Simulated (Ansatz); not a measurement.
Free-standing chains of the atoms of MgS, named by their start (strip: triangular double chain, ladder: square double chain); atoms and period are relaxed, and energies count from relaxed bulk MgS (Fm-3m, 17.88 Å³/atom, gap on the mesh 2.76 eV).

Level of theory: Ansatz 0.2.0, DFT PBE, scalar-relativistic, plane waves, PAW.

Settings: cutoff 420 eV, Γ-centred mesh 1×1×14 on the computed 4-atom cell, Gaussian smearing of 0.05 eV; collinear spin from starting moments 0.5 0.5 0.5 0.5 μB.

Start (ladder chain):

```
CELL_PARAMETERS angstrom
11.50000 0.00000 0.00000
0.00000 9.30000 0.00000
0.00000 0.00000 4.70674
ATOMIC_POSITIONS crystal
Mg 0.39256 0.50000 0.00000
S 0.39256 0.50000 0.50000
S 0.60744 0.50000 0.00000
Mg 0.60744 0.50000 0.50000
```

Give the relaxed structure and its energy.

The free energy falls by 116 meV/atom.

| Quantity | Value |
| --- | --- |
| excess energy (eV per host atom) | 0.568 |
| period (Å) | 4.555 |
| gap on the mesh (eV) | 3.38 |
| size of the moment (μB per cell) | 0.00 |

Relaxed structure:
```yaml
crystal:
  lattice:
    - [11.50000, 0.00000, 0.00000]
    - [0.00000, 9.30000, 0.00000]
    - [0.00000, 0.00000, 4.55470]
  atoms:
    - { symbol: Mg, position: [0.41831, 0.50000, 0.00000] }
    - { symbol: S, position: [0.36793, 0.50000, 0.50000] }
    - { symbol: S, position: [0.63207, 0.50000, 0.00000] }
    - { symbol: Mg, position: [0.58169, 0.50000, 0.50000] }
```

Each run keeps its start's symmetry and one magnetic start, so lower states can exist.

It took 21 s on 2 threads of AMD EPYC 9R45 96-Core Processor (Zen 5) (shared host), peak memory 0.81 GiB.